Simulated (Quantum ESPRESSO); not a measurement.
# GaN: zone-centre phonons and dielectric response under several settings

```
Ga N
1.0
     0.00000    2.25350    2.25350
     2.25350    0.00000    2.25350
     2.25350    2.25350    0.00000
Ga N
1 1
Direct
  0.00000 0.00000 0.00000
  0.25000 0.25000 0.25000
```

The cell is a database's computed one.

All runs used Quantum ESPRESSO 7.5; relaxed cell; no spin polarisation; cutoff 762 eV; occupations smeared at first, fixed for the response.

```tsv
level	potentials	k mesh (s: shifted)	volume (Å³/atom)	lowest optical mode without the field (cm⁻¹)	highest mode with the field (cm⁻¹)	ε∞ (mean)	ε0 (mean)	Born charge of atom 1 (e)	sum of the Born charges (e)
LDA	GBRV 1.5 LDA	4 × 4 × 4s	11.10	552	731	5.77	10.1	2.64	-0.01
PBE	GBRV 1.5 PBE	4 × 4 × 4s	11.78	516	692	6.09	11.0	2.69	-0.01
WC	GBRV 1.5 PBE	4 × 4 × 4s	11.44	534	709	6.07	10.7	2.67	-0.01
PW91	GBRV 1.5 PBE	4 × 4 × 4s	11.76	516	693	6.08	11.0	2.69	-0.01
revPBE	GBRV 1.5 PBE	4 × 4 × 4s	11.95	507	685	6.09	11.1	2.70	-0.01
vdW-DF-cx	GBRV 1.5 PBE	4 × 4 × 4s	11.46	534	710	6.07	10.7	2.68	-0.01
LDA	GBRV 1.5 LDA	8 × 8 × 8s	11.10	552	731	5.75	10.1	2.64	0.00
PBE	GBRV 1.5 PBE	8 × 8 × 8s	11.78	516	692	6.09	11.0	2.69	0.00
WC	GBRV 1.5 PBE	8 × 8 × 8s	11.44	534	709	6.05	10.6	2.67	0.00
PW91	GBRV 1.5 PBE	8 × 8 × 8s	11.76	516	692	6.08	10.9	2.69	0.00
revPBE	GBRV 1.5 PBE	8 × 8 × 8s	11.95	507	684	6.09	11.1	2.70	0.00
vdW-DF-cx	GBRV 1.5 PBE	8 × 8 × 8s	?	?	?	?	?	?	?
```

Q: What stands in the row left open?

A: Volume 11.46 Å³/atom; lowest optical mode without the field 534 cm⁻¹; highest mode with the field 709 cm⁻¹; ε∞ 6.05; ε0 10.7; Born charge of atom 1 2.67 e; sum of the Born charges 0.00 e.

Caveats: some runs use coarse meshes; the potentials were made for another functional, which shifts forces and pressure (some runs); before the sum rule the acoustic modes lie tens of cm⁻¹ from zero, a sign that the density grid also shifts the optical modes (some runs).

For the row left open. Caveat: the potentials were made for another functional, which shifts forces and pressure.
